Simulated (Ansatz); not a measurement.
Write the native input for Ansatz 0.2.0 that does the following.

```
Task                : single point
Functional          : PBE
Potentials or basis : Ansatz PAW
Cutoff              : 420 eV (not typed: the program's choice for these potentials)
k mesh              : 6 × 6 × 9
Occupations         : fermi-dirac, width 0.05 eV
Spin                : collinear spin, ferromagnetic start
Starting moments    : [3.0, 3.0, 0.0, 0.0, 0.0, 0.0] μB
```

CrO2:

```
CELL_PARAMETERS angstrom
4.42100 0.00000 0.00000
0.00000 4.42100 0.00000
0.00000 0.00000 2.91700
ATOMIC_POSITIONS crystal
Cr 0.50000 0.50000 0.50000
Cr 0.00000 0.00000 0.00000
O 0.80100 0.19900 0.50000
O 0.69900 0.69900 0.00000
O 0.19900 0.80100 0.50000
O 0.30100 0.30100 0.00000
```

The input as run:

input.yaml

```yaml
crystal:
  lattice:
    - [4.421, 0.0, 0.0]
    - [0.0, 4.421, 0.0]
    - [0.0, 0.0, 2.917]
  atoms:
    - { symbol: Cr, position: [0.5, 0.5, 0.5], spin: 3.0 }
    - { symbol: Cr, position: [0.0, 0.0, 0.0], spin: 3.0 }
    - { symbol: O, position: [0.801, 0.199, 0.5] }
    - { symbol: O, position: [0.699, 0.699, 0.0] }
    - { symbol: O, position: [0.199, 0.801, 0.5] }
    - { symbol: O, position: [0.301, 0.301, 0.0] }
hamiltonian:
  xc: pbe
  pseudopotentials: { kind: paw }
magnetization:
  spin_polarized: true
kpoints:
  mp_grid: { grid: [6, 6, 9] }
scf:
  occupations: { method: fermi_dirac, width: 0.05 }
output:
  forces: true
  stress: true
  eigenvalues: true
```

Potentials or basis: Ansatz PAW.

The run is started by

```bash
$ ansatz run input.yaml --threads 2 --pin off --max-ram 5632MiB --backend cpu --events-out ev --progress --plain --runs-dir out
```

It gave:

| Quantity | Value |
| --- | --- |
| Pressure | 2.4 GPa |
| Largest force | 0.277 eV/Å |
| Band gap on the k mesh | none (metal or under the smearing width) |
| Net moment | 4.00 μB per cell |
| Absolute moment | 4.62 μB per cell |
| Site moments | Cr +1.72; O -0.06 μB |

Caveat: the pressure holds a Pulay correction of +0.9 GPa for the finite cutoff; semilocal functionals often make such compounds metallic where correlation or magnetic order opens a gap, which also shifts bond lengths; only a ferromagnetic start was run, and an antiferromagnetic order may lie lower in energy.

Wall time 6.2 s on 2 threads of Arm Neoverse V2, with other jobs on the host, peak memory 0.44 GiB.
